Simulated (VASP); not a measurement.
Wanted: the native input for a VASP 6.6.1 run.

```
Task                   : single point
Functional             : PBE
Potentials or basis    : VASP PAW PBE potentials, release 64 (Cd, Se)
Cutoff                 : 520 eV
k mesh                 : 8 × 8 × 8
Occupations            : gaussian, width 0.05 eV
Spin                   : no spin polarisation
Further INCAR settings : ALGO = Normal; EDIFF = 1e-06; NBANDS = 16
```

The structure of CdSe lies in POSCAR:

```
CdSe
4.0644
    0.000000000000      0.707105107765      0.707105107765
    0.707105107765      0.000000000000      0.707105107765
    0.707105107765      0.707105107765      0.000000000000
Cd Se
1 1
Direct
    0.0000000000      0.0000000000      0.0000000000
    0.5000000000      0.5000000000      0.5000000000
```

Measurements of this composition are mostly on another form, of space group No. 186.

These files were run (other wordings do the same):

INCAR

```
PREC = Accurate
ENCUT = 520
EDIFF = 1E-6
ISMEAR = 0
SIGMA = 0.05
LREAL = F
LASPH = T
NELM = 100
ALGO = Normal
ISIF = 2
LWAVE = F
LCHARG = F
GGA = PE
NBANDS = 16
```

KPOINTS

```
Automatic mesh
0
Gamma
  8 8 8
```

Potentials or basis: VASP PAW PBE potentials, release 64 (Cd, Se).

The run is started by

```console
$ cat potpaw_PBE.64/Cd/POTCAR potpaw_PBE.64/Se/POTCAR > POTCAR
$ mpirun -np 1 vasp_std > vasp.out
```

Results of the run:

```yaml
Pressure: 0.0 GPa
Band_gap_on_the_k_mesh: none (metal or under the smearing width)
```

Run time: 10 s on 1 thread of AMD EPYC 9R45 (Zen 5) (shared host), peak memory 0.14 GiB.
